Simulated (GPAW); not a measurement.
## CsPbCl3 in GPAW: the effect of dispersion

Crystal: CsPbCl3.

```
Pb Cs Cl
1.0
     5.60500    0.00000    0.00000
     0.00000    5.60500    0.00000
     0.00000    0.00000    5.60500
Pb Cs Cl
1 1 3
Direct
  0.50000 0.50000 0.50000
  0.00000 0.00000 0.00000
  0.50000 0.00000 0.50000
  0.00000 0.50000 0.50000
  0.50000 0.50000 0.00000
```

Alike in all runs:

* Program: GPAW 26.7.0
* Task: relaxation of cell and atoms
* Functional: PBEsol
* Potentials or basis: PAW data sets generated in the run's folder for this functional
* Cutoff: 600 eV
* Basis: pw
* k mesh: 5 × 5 × 5
* Occupations: fermi-dirac, width 0.05 eV
* Spin: no spin polarisation

Each run relaxes the cell or the atoms first.

Q: One run gave: relaxed volume 35.22 Å³/atom; gap on the mesh 2.81 eV. Which dispersion did it use?
A. none
B. D4
C. D3
D. D3(BJ)-ATM
E. D3(BJ)

A: A.

```tsv
dispersion	relaxed volume (Å³/atom)	gap on the mesh (eV)
none	35.22	2.81
D3	34.52	2.76
D3(BJ)	34.02	2.72
D3(BJ)-ATM	34.13	2.73
D4	34.60	2.77
```

Caveats: later steps reuse the first step's grids; spin-orbit coupling is left out, which as a rule narrows the gap of such compounds by several tenths of an eV; an odd mesh through Γ misses points on the zone boundary, where band edges often lie; the relaxation stopped at its first step, so nothing moved (some runs).

A gap of «none» marks a metal or a gap under the smearing width.
